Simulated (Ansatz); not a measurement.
Crystal: SnTe.

```
CELL_PARAMETERS angstrom
0.00000 3.61115 3.61115
3.61115 0.00000 3.61115
3.61115 3.61115 0.00000
ATOMIC_POSITIONS crystal
Te 0.25000 0.25000 0.25000
Sn 0.00000 0.00000 0.00000
```

Measurements of this composition are mostly on another form, of space group No. 225.

Base run:

| Property | Result |
| --- | --- |
| Program | Ansatz 0.2.0 |
| Functional | HSE06 |
| Potentials or basis | Ansatz PAW |
| Cutoff | 420 eV (not typed: the program's choice for these potentials) |
| k mesh | 4 × 4 × 4 |
| Occupations | fermi-dirac, width 0.05 eV |
| Spin | no spin polarisation |

Its results: band gap on the k mesh 0.38 eV, indirect (least direct gap 1.16 eV); pressure -0.6 GPa.

Task: The run is repeated on the same cell with these changes: functional from HSE06 to PBE0. What comes out?

Result: Band gap on the k mesh 0.96 eV, indirect (least direct gap 1.78 eV); pressure -0.6 GPa.

Caveats: spin-orbit coupling is left out, which moves the levels of the heavy elements; the PAW data sets come from PBE, with cores solved anew for the run's functional, which leaves a small shift of forces and pressure; the thresholds are loose for stress.

A k mesh can miss the band edges.
